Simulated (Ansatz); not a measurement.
**SnO: axial (c/a) deformation path**

Computed with DFT PBEsol, scalar-relativistic, plane waves, PAW (Ansatz 0.2.0). Cutoff 420 eV, Γ-centred 10×6×8 k-points, Gaussian smearing of 0.05 eV. No spin polarisation. Energies are free energies at this smearing, counted from the undisturbed cell; pressure is positive in compression.

Zero of the scan (relaxed at this level; this form isn't the usual structure):

```
CELL_PARAMETERS angstrom
3.31561 0.00000 0.00000
0.00000 5.70499 0.00000
0.00000 0.00000 3.89416
ATOMIC_POSITIONS crystal
Sn 0.00000 0.23379 0.52617
Sn 0.50000 0.76621 0.02617
O 0.00000 0.88536 0.72383
O 0.50000 0.11464 0.22383
```

The cell holds layers and no dispersion correction was added, so their binding is poorly described.

At fixed volume and fractional coordinates, lengths along (0.000, 0.000, 1.000) are scaled against those across it; ρ is that ratio over its starting value.

```
    ρ  ΔE (meV/atom)
0.800           63.4
0.850           31.0
0.920            7.5
0.960            1.7
1.000            0.0
1.050            2.8
1.100           10.2
1.200           37.6
1.300           79.8
```

Question: Predict the gap on the mesh (eV) at each point.

Answer:
| ρ | gap on the mesh (eV) |
| --- | --- |
| 0.800 | 0.99 |
| 0.850 | 1.08 |
| 0.920 | 1.24 |
| 0.960 | 1.28 |
| 1.000 | 1.23 |
| 1.050 | 1.20 |
| 1.100 | 1.16 |
| 1.200 | 1.02 |
| 1.300 | 0.81 |